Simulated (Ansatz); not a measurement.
## NiO: relaxation of cell and atoms with PBEsol

Crystal: NiO.

```xyz
2
Lattice="0.0000 2.0859 2.0859 2.0859 0.0000 2.0859 2.0859 2.0859 0.0000" Properties=species:S:1:pos:R:3 pbc="T T T"
Ni    0.0000    0.0000    0.0000
O     2.0859    2.0859    2.0859
```

```yaml
Program: Ansatz 0.2.0
Task: relaxation of cell and atoms
Functional: PBEsol
Potentials_or_basis: Ansatz PAW
Cutoff: "420 eV (not typed: the program's choice for these potentials)"
k_mesh: 11 × 11 × 11
Occupations: fermi-dirac, width 0.05 eV
Spin: collinear spin, ferromagnetic start
Starting_moments: "[1.0, 0.0] μB"
Target_pressure: 30 GPa
Target_pressure_GPa: 30
```

```yaml
Relaxed_volume: 7.76 Å³/atom
Relaxed_cell: a = 2.799 Å, b = 2.799 Å, c = 2.799 Å, α = 60.00°, β = 60.00°, γ = 60.00°
Space_group_after_relaxing_to_0.05_Å: Fm-3m (No. 225)
Energy_change_on_relaxing_the_enthalpy_is_what_falls: +65.5 meV/atom
Ionic_steps: 8
Pressure_after_relaxing: 30.0 GPa
Band_gap_on_the_k_mesh: none (metal or under the smearing width)
Net_moment: 0.38 μB per cell
Absolute_moment: 0.38 μB per cell
Site_moments: Ni +0.31; O +0.05 μB
```

The path:
```
step  energy change (eV)  largest force (eV/Å)  volume (Å³)
   1              0.0000                0.0000        18.15
   2              0.0086                0.0000        16.58
   3              0.1551                0.0000        15.35
   4              0.1107                0.0000        15.59
   5              0.1191                0.0000        15.54
   6              0.1262                0.0000        15.54
   7              0.1309                0.0000        15.51
   8              0.1311                0.0000        15.51
```

Final structure:
```
Ni O
1.0
     0.00000    1.97946    1.97946
     1.97946    0.00000    1.97946
     1.97946    1.97946    0.00000
Ni O
1 1
Direct
  0.00000 0.00000 0.00000
  0.50000 0.50000 0.50000
```

Levels at points of the mesh, in eV from the Fermi level:
Spin up:
```csv
k point,band 9,band 10,band 11,band 12,band 13,band 14,band 15,band 16
"(0.00, 0.00, 0.00)",-2.58,-2.58,-2.58,-2.33,-2.33,2.41,17.88,20.00
```
Spin down:
```
           k point  band 8  band 9  band 10  band 11  band 12  band 13  band 14  band 15  band 16  band 17
(0.00, 0.00, 0.00)   -3.84   -2.38    -2.38    -2.38    -1.83    -1.83     2.49    17.88    20.07    20.07
```

Run time: 14 s on 2 threads of Arm Neoverse V2, with other jobs on the host, peak memory 0.29 GiB.

Caveat: the plane-wave basis is chosen anew once the cell has moved, so the energies of steps on either side of that aren't comparable; the pressure holds a Pulay correction of +0.9 GPa for the finite cutoff; semilocal functionals often make such compounds metallic where correlation or magnetic order opens a gap, which also shifts bond lengths; the PAW data sets come from PBE, with cores solved anew for the run's functional, which leaves a small shift of forces and pressure. With open d or f shells a metallic result of PBEsol can be an artefact of self-interaction; +U or a hybrid may open a gap.
